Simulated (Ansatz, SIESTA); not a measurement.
This is a calculation of TiTe for SIESTA 5.4.2. Atoms were shifted at random by some hundredths of an Å from the given cell, which wasn't relaxed again for these runs. 

TiTe.fdf

```
SystemName                      TiTe
SystemLabel                     TiTe
NumberOfSpecies                 2
NumberOfAtoms                   4
%block ChemicalSpeciesLabel
  1  52 Te
  2  22 Ti
%endblock ChemicalSpeciesLabel

LatticeConstant                 1.0 Ang
%block LatticeVectors
     3.8420000000     0.0000000000     0.0000000000
    -1.9210000000     3.3272696013     0.0000000000
     0.0000000000     0.0000000000     6.4030000000
%endblock LatticeVectors
AtomicCoordinatesFormat         Fractional
%block AtomicCoordinatesAndAtomicSpecies
     0.6780480000     0.3333160000     0.7564290000  1  Te
     0.3395530000     0.6661550000     0.2463310000  1  Te
     0.0056240000     0.0033350000     0.4986600000  2  Ti
    -0.0102310000    -0.0019290000     0.0013040000  2  Ti
%endblock AtomicCoordinatesAndAtomicSpecies

%block kgrid.MonkhorstPack
    8   0   0  0.0
    0   8   0  0.0
    0   0   4  0.0
%endblock kgrid.MonkhorstPack
XC.Functional                   GGA
XC.Authors                      PBEsol
PAO.BasisSize                   DZP
PAO.EnergyShift                 0.003 Ry
Mesh.Cutoff                     800 Ry
OccupationFunction              FD
ElectronicTemperature           0.05 eV
MaxSCFIterations                120
SCF.MustConverge                false
SCF.Mixer.Method                Pulay
SCF.Mixer.Weight                0.25
SCF.Mixer.History               8
SCF.DM.Tolerance                5.0e-05
SCF.H.Tolerance                 1.0e-03 eV
WriteForces                     true
Charge.Mulliken                 end
%block PAO.Basis
  Te 4
  n=5 0 2
    5.613 0.000
  n=5 1 2
    7.253 0.000
  n=4 2 2
    3.260 0.000
  n=5 2 1
    7.253
  Ti 5
  n=3 0 2
    3.151 0.000
  n=4 0 2
    8.703 0.000
  n=3 1 2
    3.568 0.000
  n=4 1 1
    8.703
  n=3 2 2
    6.267 0.000
%endblock PAO.Basis
```

Potentials or basis: PseudoDojo 0.4 standard (PBEsol files), converted to PSML, two zetas on semicore shells, DZP (energy shift 0.003 Ry; two zetas on semicore shells).

The run is started by

```bash
$ siesta TiTe.fdf > TiTe.out 2>&1
```

Translate it to Ansatz 0.2.0. Potentials or basis there: all-electron LAPW, scalar-relativistic.

As run (cutoffs and basis follow the program's own potentials, and thresholds, step limits or extra output files can differ):

File input.yaml:

```yaml
crystal:
  lattice:
    - [3.842, 0.0, 0.0]
    - [-1.921, 3.3272696013, 0.0]
    - [0.0, 0.0, 6.403]
  atoms:
    - { symbol: Te, position: [0.678048, 0.333316, 0.756429] }
    - { symbol: Te, position: [0.339553, 0.666155, 0.246331] }
    - { symbol: Ti, position: [0.005624, 0.003335, 0.49866] }
    - { symbol: Ti, position: [-0.010231, -0.001929, 0.001304] }
kpoints:
  mp_grid: { grid: [8, 8, 4] }
scf:
  occupations: { method: fermi_dirac, width: 0.05 }
hamiltonian:
  xc: pbesol
  pseudopotentials: { kind: all_electron, lapw: { basis_error: 0.001 } }
output:
  forces: true
  stress: true
  eigenvalues: true
  populations: true
```

Potentials or basis: all-electron LAPW, scalar-relativistic.

Run with:

```sh
$ ansatz run input.yaml --threads 2 --pin off --max-ram 8192MiB --backend cpu --events-out ev --progress --plain --runs-dir out
```

Both were run:

|  | SIESTA | Ansatz |
| --- | --- | --- |
| Pressure | 5.8 GPa | 3.6 GPa |
| Largest force | 0.737 eV/Å | 0.676 eV/Å |

Where Ansatz's input types no cutoff or centring, it takes its own default and a Γ-centred mesh.

Pressure is positive in compression.
